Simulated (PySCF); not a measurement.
**benzaldehyde: calculation against experiment**

**Measured values to compare with.**

From NIST CCCBDB Release 22 (SRD 101), experimental dipoles, for the gas: dipole moment 3.14 D.

The results are set against them at the end.

Compound: benzaldehyde, C7H6O.
Atom-mapped SMILES: `[O:1]=[CH:2][c:3]1[cH:4][cH:5][cH:6][cH:7][cH:8]1` (hydrogens: H9 on C2; H10 on C4; H11 on C5; H12 on C6; H13 on C7; H14 on C8)

Structure used (PBE0-D3(BJ)/def2-TZVP), in Å, numbered top down from 1:
```
atom  x, y, z in Å
O1     2.791   -1.515   -0.308
C2     2.273   -0.429   -0.350
C3     0.839   -0.170   -0.129
C4     0.363    1.135   -0.199
C5    -0.982    1.397    0.007
C6    -1.849    0.350    0.284
C7    -1.377   -0.957    0.355
C8    -0.036   -1.218    0.149
H9     2.875    0.480   -0.567
H10    1.054    1.943   -0.417
H11   -1.355    2.413   -0.047
H12   -2.902    0.552    0.446
H13   -2.062   -1.768    0.571
H14    0.361   -2.226    0.198
```

Runs made with PySCF (gas phase, on this PBE0-D3(BJ)/def2-TZVP geometry; no spin–orbit coupling):

| level | job | basis functions | wall time |
| --- | --- | --- | --- |
| PBE0-D3(BJ)/def2-TZVP, grid level 2 | geometry optimisation from a GFN2-xTB start shaken at random | 284 | 8.4 min |
| B97-2/pcSseg-2 | shieldings, ring-centre shieldings | 372 | 65 s |
| KT3/pcSseg-2 | shieldings, ring-centre shieldings | 372 | 97 s |
| PBE0/pcSseg-2 | shieldings, ring-centre shieldings, charges and field gradients | 372 | 72 s |
| wB97X-D/pcSseg-2 | shieldings, ring-centre shieldings | 372 | 89 s |

Hardware: one thread of an Arm Neoverse V1, no GPU (shared host).

**Comparison with experiment**

**Dipole moment.** Measured: 3.14 D (NIST CCCBDB Release 22 (SRD 101), experimental dipoles).

| level | computed (D) | computed − measured (D) | % (from the printed values) |
| --- | --- | --- | --- |
| PBE0-D3(BJ)/def2-TZVP | 3.39 | +0.25 | +8 |
| B97-2/pcSseg-2 | 3.44 | +0.30 | +10 |
| KT3/pcSseg-2 | 3.36 | +0.22 | +7 |
| PBE0/pcSseg-2 | 3.44 | +0.30 | +10 |
| wB97X-D/pcSseg-2 | 3.42 | +0.28 | +9 |

All 5 levels lie above the measurement. The computed dipoles belong to one fixed geometry; measured ones are averaged over vibrations unless marked μe. Magnitudes are compared, not signs.

No measured geometry was used, and the causes of the misses weren't examined.
